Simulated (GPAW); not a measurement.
Here is a GPAW 26.7.0 calculation.

The input run.py:

```python
from ase.calculators.mixing import SumCalculator
from ase.filters import FrechetCellFilter
from ase.io import write
from ase.optimize import BFGS
from ase.spacegroup import crystal
from ase.units import GPa
from dftd3.ase import DFTD3
from gpaw import GPAW, PW

# Te 4f
# Mo 2c
atoms = crystal(['Te', 'Mo'],
                basis=[[0.6666666667, 0.3333333333, 0.379],
                       [0.6666666667, 0.3333333333, 0.75]],
                spacegroup=194, setting=1,  # P6_3/mmc
                cellpar=[3.5182, 3.5182, 13.9736, 90.0, 90.0, 120.0],
                primitive_cell=True)

calc = GPAW(mode=PW(600),
            xc='RPBE',
            kpts={'size': (5, 5, 2), 'gamma': True},
            occupations={'name': 'fermi-dirac', 'width': 0.05},
            nbands=46,
            convergence={'density': 1e-05, 'energy': 1e-05},
            maxiter=150,
            txt='gpaw.txt')
atoms.calc = SumCalculator([calc, DFTD3(method='rpbe', damping='d3bj')])
opt = BFGS(FrechetCellFilter(atoms, scalar_pressure=-1 * GPa), trajectory='relax.traj', logfile='-')
done = opt.run(fmax=0.02, steps=60)
calc.write('gs.gpw')
write('result.traj', atoms)
print('Converged:', done)
print('Cell:', atoms.cell.cellpar().round(4))
print('Volume:', round(atoms.get_volume(), 4))
print(atoms.get_scaled_positions().round(5))
```

Potentials or basis: the program's PAW data sets (release 1.2.1) made for this functional, pw.

Run with:

```console
$ OMP_NUM_THREADS=1 python run.py
```

**Question.** What does it give for the dispersion energy per atom?

**Answer.** -4.089 eV.

**Question.** What does it give for the space group after relaxing (to 0.05 Å)?

**Answer.** P6_3/mmc (No. 194).

**Question.** Estimate the relaxed cell.

**Answer.** a = 3.133 Å, b = 3.133 Å, c = 12.497 Å, α = 90.00°, β = 90.00°, γ = 120.00°.

**Question.** Estimate the relaxed volume.

**Answer.** 17.71 Å³/atom.

The path:
```tsv
step	energy change (eV)	largest force (eV/Å)	pressure (GPa)	volume (Å³)
1	0.0000	0.6762	-18.29	149.79
2	-0.3356	0.2801	-16.38	146.93
3	-1.2588	1.5268	-6.43	134.65
4	-1.5902	2.1811	-1.63	128.27
5	-2.1748	2.5194	4.01	118.55
6	-2.8274	2.1794	6.53	109.81
7	-3.1979	0.2090	6.76	102.18
8	-3.3177	0.4950	-2.09	108.21
9	-3.3599	0.1462	-2.91	107.71
10	-3.4079	0.2187	-2.99	106.83
11	-3.4565	0.4192	-2.65	106.24
12	-3.5020	0.3032	-1.76	106.00
13	-3.5280	0.0456	-1.06	106.15
14	-3.5350	0.1248	-0.67	106.37
15	-3.5412	0.0261	-1.00	106.26
16	-3.5428	0.0192	-0.96	106.25
```

Caveat: the k mesh is coarse (spacing up to 0.41 Å⁻¹), so the values aren't converged; later steps reuse the first step's grids; the volume moved by over 15 % at a fixed basis, so the end points are rough. Spin-orbit coupling is left out, which matters for the levels of Te.
